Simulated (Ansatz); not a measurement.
**ZnO: a single-point run**

The task is a single-point run on ZnO. The structure is shown as the input types it. The cell is built on a prototype (CsCl type) and needn't be the phase found in nature.

Method: density functional or hybrid calculation with the settings of its input, plane waves (as first typed), in Ansatz 0.2.0.

## Step 1: The system as given

It takes space group Pm-3m (No. 221, cubic). Conventional cell: a = 2.646 Å, b = 2.646 Å, c = 2.646 Å, α = 90.00°, β = 90.00°, γ = 90.00°. Zn (site symmetry m-3m) has 8 O at 2.29 Å as nearest neighbours. O (site symmetry m-3m) has 8 Zn at 2.29 Å as nearest neighbours.

As a file:

```cif
data_structure
_symmetry_space_group_name_H-M 'Pm-3m'
_symmetry_Int_Tables_number 221
_cell_length_a 2.6462
_cell_length_b 2.6462
_cell_length_c 2.6462
_cell_angle_alpha 90.000
_cell_angle_beta 90.000
_cell_angle_gamma 90.000
_cell_volume 18.53
loop_
_atom_site_label
_atom_site_type_symbol
_atom_site_symmetry_multiplicity
_atom_site_Wyckoff_symbol
_atom_site_fract_x
_atom_site_fract_y
_atom_site_fract_z
_atom_site_occupancy
Zn1 Zn 1 a 0.00000 0.00000 0.00000 1
O1 O 1 b 0.50000 0.50000 0.50000 1
```

## Step 2: Input and run

input.yaml reads:

```yaml
crystal:
  lattice:
    - [2.646170959, 0.0, 0.0]
    - [0.0, 2.646170959, 0.0]
    - [0.0, 0.0, 2.646170959]
  atoms:
    - { symbol: Zn, position: [0.0, 0.0, 0.0] }
    - { symbol: O, position: [0.5, 0.5, 0.5] }
kpoints:
  mp_grid: { grid: [6, 6, 6] }
hamiltonian:
  xc: pbe
scf:
  occupations: { method: fermi_dirac, width: 0.02 }
  n_extra_bands: 4
  max_iter: 5
output:
  forces: true
  stress: true
  eigenvalues: true
```

Started as:

```console
ansatz run input.yaml --threads 4 --pin off --max-ram 3686MiB --backend cpu --events-out ev --progress --plain --runs-dir out
```

What happens when this is run?

The run converged and reported no error. Convergence says nothing about whether the input makes sense.

Look at the input: scf.max_iter is 5. The risk: too low a cap on iterations. It still converged here, which does not make the setting sound.

To check: delete scf.max_iter (the default then holds).
